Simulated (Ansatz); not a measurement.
**Tuning gaps by epitaxial strain**

Plane-wave DFT in Ansatz, r2SCAN, scalar-relativistic PAW potentials, cutoff 500 eV, no spin-orbit coupling; no spin polarisation. Equal strain along a and b of the conventional cell, c and the atoms relaxed; gaps sought over the whole zone. A star marks a structure that wasn't matched here to a measured phase, so it may never have been made and needn't be stable; unstarred phases aren't always the most stable ones.

| crystal | strain: gap (eV) |
| --- | --- |
| AlGa₃N₄ (P-43m)* | -3.0 %: 2.926; -1.5 %: 2.873; +0.0 %: 2.817; +1.5 %: 2.630; +3.0 %: 2.457 |
| GaN (P6_3mc) | -6.0 %: 2.315; -4.0 %: 2.417; -2.0 %: 2.423; +0.0 %: 2.351; +2.0 %: 2.099; +4.0 %: 1.815; +6.0 %: 1.546 |
| ZnS (P6_3mc) | -3.0 %: 2.746; -2.0 %: 2.778; -1.0 %: 2.787; +0.0 %: 2.777; +1.0 %: 2.753; +2.0 %: 2.657; +3.0 %: 2.555 |
| AlN (P6_3mc) | -4.5 %: 5.313; -3.0 %: 5.296; -1.5 %: 5.201; +0.0 %: 4.880; +1.5 %: 4.560; +3.0 %: 4.248; +4.5 %: 3.950 |
| ZnF₂ (P4_2/mnm) | -3.0 %: 4.242; -2.0 %: 4.246; -1.0 %: 4.259; +0.0 %: 4.276; +1.0 %: 4.303; +2.0 %: 4.338; +3.0 %: 4.341 |

Task: What are the slopes on either side of zero strain, and why can they differ?

Result: AlGa₃N₄ (P-43m)* -37 and -125; GaN (P6_3mc) -36 and -126; ZnS (P6_3mc) -10 and -24; AlN (P6_3mc) -214 and -213; ZnF₂ (P4_2/mnm) +17 and +27 meV per % (over the first step on the compressive side, then on the tensile side; a positive slope means the gap grows as the plane is stretched). The slope drops from the first side to the second in AlGa₃N₄ (P-43m)*, GaN (P6_3mc). The gap is the smallest distance between any valence top and conduction valley, so its slope drops where another pair takes over. In AlGa₃N₄ (P-43m)* the shear part of the strain lowers the cubic symmetry and splits a degenerate band edge or a set of equal valleys, and whichever member moves into the gap sets it on each side of zero. In GaN (P6_3mc) the strain keeps the symmetry, so nothing splits at zero; most likely two bands or valleys cross within a step of it. Relaxations kept the strained cell's symmetry, so distortions at large strain weren't sought, and coherent films seldom hold more than 2 to 3 %. Splitting by shear is how strain cuts scattering and transport mass in Si and Ge channels; masses under strain weren't computed. The slope of one pair of band edges is as a rule more reliable than the Kohn–Sham gap, while the strain at which pairs cross shifts with the functional.

Cost: about 47 core-minutes for the runs cited, on Intel Xeon Processor @ 2.50GHz (Skylake/Cascade Lake), AMD EPYC 7R43 (Zen 3), Arm Neoverse V2 and other processors (shared hosts).